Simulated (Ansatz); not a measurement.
# In3Sb2As: competing structures

Theory: Ansatz 0.2.0, DFT PBE, scalar-relativistic, plane waves, PAW. All cells share a 420 eV cutoff and Γ-centred k meshes spaced at most about 0.3 Å⁻¹ (about 0.25 or finer for metals, 2π included). No spin polarisation.

Formation energies are uncorrected and refer to the elements' standard structures at the same level.

These are static total energies at zero pressure. Larger cells and other orderings weren't all tried, so the list isn't exhaustive. For metals, differences of a few meV/atom aren't resolved. Spin–orbit coupling, which can matter for Sb, is left out. Kohn–Sham gaps at this level usually fall short of measured ones. The missing spin–orbit coupling can work the other way here. The zero gap of P3m1 at 34.2 Å³/atom, P6_3mc may come from the functional, which often closes small gaps. The reference form of As is held partly by dispersion forces, which this level lacks.

Invented guesses were relaxed alike, and ends that match in structure were merged. ΔE counts from the first row. Coordination counts As or Sb atoms around In (for each partner element, those within 1.25 times its shortest distance or 1.15 times the sum of covalent radii, where it is the nearest in units of that sum or under 1.3; a plus sign parts groups by distance over the sum of covalent radii; the shortest distance is added where it exceeds 1.18 times the sum of covalent radii; a slash parts the counts of unlike sites). The ends were matched against large subsets of the Crystallography Open Database and the Materials Project, so a missing match doesn't prove that a structure is unreported.

| # | reached from | type and space group | atoms | Å³/atom | coordination | ΔE (meV/atom) | gap on mesh (eV) | in databases |
| --- | --- | --- | --- | --- | --- | --- | --- | --- |
| 1 | Sb and As ordered on zinc blende sites | P3m1 (No. 156) | 6 | 34.2 | In 4 | 0 | 0.00 | no match |
| 2 | Sb and As ordered on wurtzite sites | P6_3mc (No. 186) | 12 | 34.2 | In 4 | 10 | 0.00 | no match |
| 3 | Ag3AuS2 type (P1) | P1 (No. 1) | 6 | 34.8 | In 3/4 | 121 | 0.17 | no match |
| 4 | random cell | P1 (No. 1) | 6 | 31.0 | In 3/4 | 176 | 0.00 | no match |
| 5 | random cell | P6/mmm (No. 191) | 6 | 26.8 | In 5/8 | 186 | 0.00 | no match |
| 6 | Nd2Ga3Cu type (P3m1) | P3m1 (No. 156) | 6 | 28.9 | In 3/6 | 194 | 0.00 | no match |
| 7 | As/Sb ordered on a cell of InSb | Pmm2 (No. 25) | 6 | 27.2 | In 2/2+2 | 209 | 0.00 | no match |
| 8 | random cell | Cmm2 (No. 35) | 6 | 28.7 | In 3/8 from 3.4 Å | 239 | 0.00 | no match |
| 9 | As/Sb ordered on a cell of InSb | Pmm2 (No. 25) | 6 | 28.0 | In 2 | 242 | 0.00 | no match |
| 10 | random cell | Amm2 (No. 38) | 6 | 31.1 | In 4/4 from 3.1 Å | 280 | 0.00 | no match |

The lowest: Space group P3m1 (No. 156), trigonal, a = 4.590 Å, c = 11.242 Å. In on its first site has 1 As at 2.68 Å and 3 Sb at 2.84 Å; around In on its second site lie 4 Sb at 2.84–2.86 Å; In on its third site is surrounded by 3 As at 2.77 Å and 1 Sb at 2.88 Å; around Sb on its first site lie 4 In at 2.84–2.86 Å; around As lie 4 In at 2.68–2.77 Å; 1 more site not described. Its energy over the elements is −0.15 eV/atom. A negative formation energy is needed for stability but isn't enough: competing phases decide. An observed structure of this formula, if there is one, may be missing.

Space group P3m1 (No. 156). a = 4.590 Å, b = 4.590 Å, c = 11.242 Å, α = 90.00°, β = 90.00°, γ = 120.00°
```csv
atom,site,symmetry,x,y,z
In,1a,3m.,0.0000,0.0000,0.0121
In,1b,3m.,0.3333,0.6667,0.6673
In,1c,3m.,0.6667,0.3333,0.3211
Sb,1b,3m.,0.3333,0.6667,0.9217
Sb,1c,3m.,0.6667,0.3333,0.5771
As,1a,3m.,0.0000,0.0000,0.2506
```

The second: Space group P6_3mc (No. 186), hexagonal, a = 4.578 Å, c = 22.590 Å. In on its first site is surrounded by 1 As at 2.69 Å and 3 Sb at 2.84 Å; In on its second site is surrounded by 4 Sb at 2.83–2.87 Å; around Sb on its first site lie 4 In at 2.84–2.87 Å; As is surrounded by 4 In at 2.69–2.76 Å; 2 more sites not described. Counting As or Sb atoms around In, the first and the second both have In 4. Cells relaxed within their symmetry can be saddle points. Some candidate types were left out of the draw beforehand, so a known form may be missing.
